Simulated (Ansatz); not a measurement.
## SrCl2 under changes of volume

One of the cells (28.299 Å³/atom); the others are scaled copies at fixed shape and fractional positions:

```
Sr Cl
1.0
     0.00000    3.48835    3.48835
     3.48835    0.00000    3.48835
     3.48835    3.48835    0.00000
Sr Cl
1 2
Direct
  0.00000 0.00000 0.00000
  0.75000 0.75000 0.75000
  0.25000 0.25000 0.25000
```

* Program: Ansatz 0.2.0
* Functional: PBEsol
* Potentials or basis: all-electron LAPW, scalar-relativistic
* Cutoff: 156 eV (chosen from the basis error)
* Basis error allowed: 0.001 eV/atom
* k mesh: 7 × 7 × 7
* Occupations: fermi-dirac, width 0.05 eV
* Spin: no spin polarisation

| volume (Å³/atom) | energy over the lowest point (meV/atom) | pressure (GPa) | gap on the mesh (eV) |
| --- | --- | --- | --- |
| 26.601 | 3.19 | 1.3 | 5.41 |
| 27.167 | 0.12 | 0.4 | 5.33 |
| 27.733 | 0.00 | -0.4 | 5.25 |
| 28.299 | ? | ? | ? |
| 28.865 | 7.38 | -1.7 | 5.10 |
| 29.431 | 14.33 | -2.2 | 5.03 |
| 29.997 | 23.15 | -2.7 | 4.96 |

Q: What does the run at 28.299 Å³/atom give?

A: Energy over the lowest point 2.52 meV/atom; pressure -1.1 GPa; gap on the mesh 5.18 eV.

Worked out: A Birch-Murnaghan fit of order 3 (a polynomial in V^(-2/3)) to the other rows has its minimum at 27.47 Å³/atom with B0 = V·E''(V) = 38 GPa and B' = 4.6. It gives 2.52 meV/atom at 28.299 Å³/atom, against the run's 2.52, and -dE/dV = -1.1 GPa, against -1.1. A straight line through the other rows of the gap, of slope -3.75 eV per unit of ln V, gives 5.18 eV, against the run's 5.18.

Energies are extrapolated to zero smearing.

Caveats: an odd mesh through Γ misses points on the zone boundary, where band edges often lie. Spin-orbit coupling on Sr is left out.
